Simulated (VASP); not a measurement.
# CdSe (P6_3mc) in VASP: further runs, part 2 of 2

VASP 6.6.1. The steps go on from the part before.

## (4) Single point, r2SCAN (23.09 Å³/atom)

This run uses another cell than the first one, of 23.09 Å³/atom.

Contents of POSCAR:

```
CdSe
1.0
    3.9778617604      0.0000000000      0.0000000000
   -1.9889308802      3.4449293373      0.0000000000
    0.0000000000      0.0000000000      6.7398479147
Cd Se
2 2
Direct
    0.3333333333      0.6666666667      0.0102964828
    0.6666666667      0.3333333333      0.5102964828
    0.3333333333      0.6666666667      0.3747035172
    0.6666666667      0.3333333333      0.8747035172
```

Contents of INCAR.step1:

```
PREC = Accurate ; ENCUT = 520
ISMEAR = 0 ; SIGMA = 0.05
LREAL = F ; LASPH = T
NELM = 100 ; NBANDS = 26
GGA = PE ; ALGO = Normal
EDIFF = 1E-4 ; LWAVE = T
LCHARG = F
```

Contents of INCAR.step2:

```
PREC = Accurate ; ENCUT = 520
EDIFF = 1E-6 ; ISMEAR = 0
SIGMA = 0.05 ; LREAL = F
LASPH = T ; NELM = 100
ALGO = Normal ; ISIF = 2
LWAVE = F ; LCHARG = T
METAGGA = R2SCAN ; LMIXTAU = T
LELF = T ; LVHAR = T
NBANDS = 26 ; ISTART = 1
```

Contents of KPOINTS:

```
regular mesh
0
Gamma
  10 10 6
```

Potentials or basis: VASP PAW PBE potentials, release 64 (Cd, Se).

Launch:

```bash
$ cat potpaw_PBE.64/Cd/POTCAR potpaw_PBE.64/Se/POTCAR > POTCAR
$ cp INCAR.step1 INCAR
$ mpirun -np 1 vasp_std > vasp.out
$ cp INCAR.step2 INCAR
$ mpirun -np 1 vasp_std > vasp.out
```

OUTCAR:

```text
PREC = Accurate
   ENCUT = 520
   EDIFF = 1E-6
   ISMEAR = 0
   LREAL = F
   LASPH = T
   NELM = 100
   ISIF = 2
   METAGGA = R2SCAN
   ISTART = 1

 ion  position               nearest neighbor table
   1  0.333  0.667  0.010-   3 2.46   4 2.47   4 2.47   4 2.47
   2  0.667  0.333  0.510-   4 2.46   3 2.47   3 2.47   3 2.47
   3  0.333  0.667  0.375-   1 2.46   2 2.47   2 2.47   2 2.47
   4  0.667  0.333  0.875-   2 2.46   1 2.47   1 2.47   1 2.47

  LATTYP: Found a hexagonal cell.
[... 898 lines left out ...]
  Direction    XX          YY          ZZ          XY          YZ          ZX
  --------------------------------------------------------------------------------------
  -------------------------------------------------------------------------------------
  Total       11.2336473     11.2336473     11.2764653      0.0000000      0.0000000      0.0000000
  in kB      194.8728184    194.8728184    195.6155919      0.0000000      0.0000000      0.0000000
  external PRESSURE =     195.1204096 kB  Pullay stress =       0.0000000 kB

 VOLUME and BASIS-vectors are now :
 -----------------------------------------------------------------------------
  energy-cutoff  :      520.00
  volume of cell :       92.36
      direct lattice vectors                 reciprocal lattice vectors
     3.977861760  0.000000000  0.000000000     0.251391340  0.145140858  0.000000000
    -1.988930880  3.444929337  0.000000000     0.000000000  0.290281716  0.000000000
     0.000000000  0.000000000  6.739847915     0.000000000  0.000000000  0.148371300

 POSITION                                       TOTAL-FORCE (eV/Angst)
 -----------------------------------------------------------------------------------
     -0.00000      2.29662      0.06940         0.000000     -0.000000      0.000311
      1.98893      1.14831      3.43932        -0.000000      0.000000      0.000311
     -0.00000      2.29662      2.52544         0.000000     -0.000000     -0.000311
      1.98893      1.14831      5.89537        -0.000000     -0.000000     -0.000311
 -----------------------------------------------------------------------------------
    total drift:                               -0.000000      0.000000     -0.001022

  FREE ENERGIE OF THE ION-ELECTRON SYSTEM (eV)
  ---------------------------------------------------
  free  energy   TOTEN  =       -70.6576812485 eV

  energy  without entropy=      -70.6576812485  energy(sigma->0) =      -70.65768125
```

OSZICAR.step1:

```text
N       E                     dE             d eps       ncg     rms          rms(c)
DAV:   1     0.254651061195E+03    0.25465E+03   -0.17745E+04  2912   0.129E+03
DAV:   2     0.171972381308E+01   -0.25293E+03   -0.24393E+03  3150   0.324E+02
DAV:   3    -0.102600863702E+02   -0.11980E+02   -0.11924E+02  3550   0.722E+01
DAV:   4    -0.103457785703E+02   -0.85692E-01   -0.85611E-01  3174   0.568E+00
DAV:   5    -0.103462416457E+02   -0.46308E-03   -0.46306E-03  3366   0.404E-01    0.138E+01
DAV:   6    -0.963760789842E+01    0.70863E+00   -0.11712E+00  3842   0.127E+01    0.101E+01
DAV:   7    -0.960482414523E+01    0.32784E-01   -0.84533E-01  3044   0.513E+00    0.203E+00
DAV:   8    -0.958675079268E+01    0.18073E-01   -0.13281E-01  3026   0.392E+00    0.613E-01
DAV:   9    -0.958677727904E+01   -0.26486E-04   -0.16260E-02  3084   0.126E+00    0.255E-01
DAV:  10    -0.958687079485E+01   -0.93516E-04   -0.10125E-03  3146   0.382E-01    0.872E-02
DAV:  11    -0.958691228048E+01   -0.41486E-04   -0.10937E-04  2060   0.806E-02
   1 F= -.95869123E+01 E0= -.95869123E+01  d E =-.512166E-11
```

Run time: 3.1 min. Hardware: 1 thread of Intel Xeon 6975P-C (Granite Rapids), shared host; peak memory 0.28 GiB.

Results:

* Free energy: -70.6577 eV
* Pressure: 19.5 GPa
* Band gap on the k mesh: 1.48 eV

Levels at points of the mesh, in eV from the valence-band top:
```csv
k point,band 16,band 17,band 18,band 19,band 20,band 21
"(0.00, 0.00, 0.00)",-0.29,0.00,0.00,1.48,3.16,6.20
"(0.50, 0.00, 0.00)",-2.63,-2.15,-1.05,3.70,3.89,4.72
"(0.00, 0.00, 0.50)",-0.57,-0.57,-0.57,3.29,3.29,6.47
"(0.50, 0.00, 0.50)",-2.18,-1.90,-1.90,3.14,3.14,5.22
```

Caveat: the cell stands under pressure; the PAW data sets were made with another functional, which shifts forces and pressure a little.

## (5) Summary

```csv
task,level,cell,k mesh,cutoff (eV),gap on the mesh (eV),pressure (GPa),largest force (eV/Å)
single point,PBE,"a = 4.389, b = 4.389, c = 7.156 Å, angles 90.0, 90.0, 120.0°, 4 atoms, atomic positions A",6 × 6 × 4,520,0.54,0.1,0.02
relaxation of cell and atoms,PBE,"relaxed from a = 4.300, b = 4.300, c = 7.020 Å, angles 90.0, 90.0, 120.0°, 4 atoms, atomic positions B",6 × 6 × 4,600,0.53,0.0,0.01
single point,r2SCAN,"a = 3.978, b = 3.978, c = 6.740 Å, angles 90.0, 90.0, 120.0°, 4 atoms, atomic positions C",10 × 10 × 6,520,1.48,19.5,-
```

Alike in all rows: potentials or basis VASP PAW PBE potentials, release 64 (Cd, Se); no spin polarisation; smearing gaussian 0.05 eV.

Caveats: the cell stands under pressure (at least some runs); the PAW data sets were made with another functional, which shifts forces and pressure a little (at least some runs).

Absolute energies hang on the potentials; compare differences alone.

## (6) How close it comes

Step 2. A measured gap of CdSe is 1.841 eV (2 K; a printed reference work, data compilation); the calculated 0.54 eV misses it by -1.30 eV. So large a miss can be the level of theory's own, or it may mean another phase, state or a wrong row. Spin-orbit coupling on Cd, Se is left out. The value is that of PBE, without temperature or zero-point motion. Semilocal functionals fall short of measured gaps as a rule.
